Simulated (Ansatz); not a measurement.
**KCl: stiffness from a series of strains**

```
CELL_PARAMETERS angstrom
3.63400 0.00000 0.00000
0.00000 3.63400 0.00000
0.00000 0.00000 3.63400
ATOMIC_POSITIONS crystal
K 0.00000 0.00000 0.00000
Cl 0.50000 0.50000 0.50000
```

Atoms are numbered in the order listed.

The cell is COD entry 1000050, as deposited and not checked against the literature; nothing was relaxed.

All numbers below come from DFT, PBE, all-electron LAPW, scalar-relativistic (Ansatz 0.2.0).

Sampling and basis: a Γ-centred 7×7×7 k mesh, Fermi–Dirac smearing of 0.02 eV, basis error target 0.5 meV/atom, no spin polarisation.

The strain is applied along the Cartesian axes of the cell as listed (the other components stay zero). Fractional coordinates are held (clamped ions).

σ is the change of stress from the unstrained cell, which is at 4.46 GPa; tension is positive, so slopes are stress–strain coefficients at that pressure.

Only quantities that a quadratic follows smoothly over the whole series are listed; rougher ones are left out.

| εzz | σzz (GPa) | σxx (GPa) |
| --- | --- | --- |
| -0.0300 | -2.36 | -0.69 |
| -0.0200 | -1.53 | -0.45 |
| -0.0100 | -0.75 | -0.22 |
| 0.0000 | 0.00 | 0.00 |
| 0.0100 | 0.71 | 0.20 |
| 0.0300 | 2.05 | 0.57 |

Fit the series and read off the stiffness at zero strain.

Least-squares fits y = p0 + p1 x + p2 x² to the rows give σzz (GPa): p1 = 73.4, p2 = -170; σxx (GPa): p1 = 21, p2 = -64. So C11 = 73 GPa and C12 = 21 GPa, which gives B = (C11 + 2 C12)/3 = 38 GPa.

One run, at εzz = 0.0200, is withheld. Predict its row.

The fits give 1.40, 0.39; the run gave 1.40, 0.39.
